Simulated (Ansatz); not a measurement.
input.yaml

```yaml
accuracy: low
crystal:
  lattice:
    - [-2.950081, -5.10969, 0.0]
    - [4.425122, -2.554845, 0.0]
    - [0.0, 0.0, 5.791504]
  atoms:
    - { symbol: W, position: [0.72857154, 0.53462651, -0.02087899] }
    - { symbol: C, position: [0.50176034, 0.68364033, 0.25135467] }
    - { symbol: W, position: [0.72710198, 0.48834437, 0.50416518] }
    - { symbol: C, position: [0.44066395, 0.68672171, 0.73752246] }
    - { symbol: W, position: [0.47120286, 0.01891989, -0.03846578] }
    - { symbol: C, position: [0.23529195, 0.18678001, 0.23227191] }
    - { symbol: W, position: [0.47673813, 0.01683307, 0.4944358] }
    - { symbol: C, position: [0.24133664, 0.19410377, 0.77806523] }
    - { symbol: W, position: [0.23021965, 0.52589589, -0.01404007] }
    - { symbol: C, position: [-0.0023394, 0.68892153, 0.22957325] }
    - { symbol: W, position: [0.20964855, 0.51878481, 0.47120043] }
    - { symbol: C, position: [0.01315435, 0.72018165, 0.73672089] }
    - { symbol: W, position: [-0.0102621, 0.02443693, -0.00176577] }
    - { symbol: C, position: [0.72868338, 0.19085123, 0.26378118] }
    - { symbol: W, position: [-0.01279868, 0.03121862, 0.4826212] }
    - { symbol: C, position: [0.73914624, 0.17188143, 0.75905656] }
basis:
  ecutwfc: 420.0
kpoints:
  mp_grid: { grid: [2, 2, 2] }
hamiltonian:
  xc: pbe
  dispersion: d3bj
  pseudopotentials: { kind: paw, azcp: { folder: soft_1 } }
scf:
  occupations: { method: fermi_dirac, width: 0.17 }
  lower_state_search: "off"
md:
  timestep: 1.5
  n_steps: 130
  ensemble: npt_langevin
  temperature: 1400.0
  initial_velocities: maxwell_boltzmann
  seed: 144432
  friction: 0.01
  pressure: 0.0
  fix_cell: []
```

Run as:

```bash
$ ansatz run input.yaml --threads 1 --pin off --max-ram 3072MiB --backend cpu --events-out ev --progress --plain --runs-dir out
```

Hardware: 1 thread of Intel(R) Xeon(R) Platinum 8259CL CPU @ 2.50GHz (Skylake/Cascade Lake) (shared host).

**Question.** Roughly how long does this run take, and how much memory?

**Answer.** 17 min, with a peak of 0.61 GiB, for 131 ionic steps.
